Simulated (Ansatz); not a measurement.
Li2O (anti-fluorite)

```xyz
6
Lattice="0.0000 4.5727 4.5727 2.2864 0.0000 2.2864 2.2864 2.2864 0.0000" Properties=species:S:1:pos:R:3 pbc="T T T"
O      0.0000     0.0000     0.0000
O      2.2864     4.5727     2.2864
Li     1.1432     1.1432     1.1432
Li     1.1432     3.4296     3.4296
Li     3.4296     3.4296     3.4296
Li     3.4296     5.7159     5.7159
```

A phonon eigenvector at L = (0.5, 0.0, 0.0) is frozen into this cell: atom i moves by Q times the vector below, so Q is the largest atomic displacement, in Å. The cell is held. It is one choice among 2 degenerate patterns. (q is in reciprocal vectors of the primitive cell; the cell shown is doubled to hold the pattern.)

```tsv
atom	x	y	z
Li3	-0.285	0.520	-0.805
Li4	0.285	-0.520	0.805
Li5	-0.285	0.520	-0.805
Li6	0.285	-0.520	0.805
```

Atoms not listed stay in place.

Computed with r2SCAN (plane waves to 500 eV, PAW, scalar-relativistic; Ansatz, a program for electronic structure). k mesh 6×12×12 (Γ-centred), Fermi-Dirac smearing 0.05 eV. Li2O was relaxed with its symmetry unable to fall.

At one point of the scan the forces (eV/Å) are:

```csv
atom,Fx,Fy,Fz
O1,0.000,0.000,0.000
O2,0.000,0.000,0.000
Li3,-0.179,0.299,-0.366
Li4,0.105,-0.222,0.445
Li5,-0.105,0.222,-0.445
Li6,0.179,-0.299,0.366
```

Problem. Which point is it?
A. Q = -0.120 Å
B. Q = -0.180 Å
C. Q = -0.090 Å
D. Q = -0.030 Å

Solution. C, Q = -0.090 Å

(A displaced cell: forces are minus the slopes of the energy, force constants its curvatures, and phonons follow from these.)
